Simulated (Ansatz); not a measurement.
Rows from a G0W0 calculation on Te on the Cd site in CdTe (32-atom cell) (Ansatz 0.2.0; G0W0 on LDA, plane waves, PAW; 2×2×2 mesh, 1253 empty bands, screening to 98 eV), in eV. Spin-orbit coupling is left out.

```
row                       k  band  start       Σx  Σc at the solution      Vxc
  A                       Γ    c1  8.532   -9.893              -3.328  -13.883
  B                       Γ    v1  7.801  -15.565               1.416  -14.068
  C                       Γ    c2  9.101   -9.792              -3.226  -13.540
  D  (0.000, 0.000, -0.500)    v1  7.958  -16.146               1.461  -14.602
  E  (0.000, 0.000, -0.500)    c2  9.188  -10.247              -3.196  -13.993
  F  (0.000, 0.000, -0.500)    c1  9.065   -9.982              -3.183  -13.693
```

Work out each quasiparticle level and how far it moved.

The quasiparticle equation reads E = start + Σx + Σc(E) − Vxc.

```
row  E (eV)  shift (eV)
  A   9.193      +0.661
  B   7.720      −0.081
  C   9.622      +0.521
  D   7.875      −0.083
  E   9.738      +0.550
  F   9.593      +0.528
```

The gap over the computed points goes from 0.56 eV to 1.32 eV.

Limits: not at the basis limit; no spin-orbit coupling; coarse k mesh.

[Paths, hosts, dates, memory and timing lines, banners, echoed tables and standing remarks are left out of the program output.]

[Logs are printed without paths, hosts, clocks, repeated set-up lines and the standing remarks that a program may print on its own settings, such as how far it seeks lower states.]

[Runs of the session that timed out or met a known fault of the program may be left out.]

[Cells called generated may have been cut or substituted from an entry of the Crystallography Open Database or the Materials Project.]

[Hosts, paths, dates, database ids (printed as entryN), source tags and the programs' standing remarks are cut or masked in the printed files.]
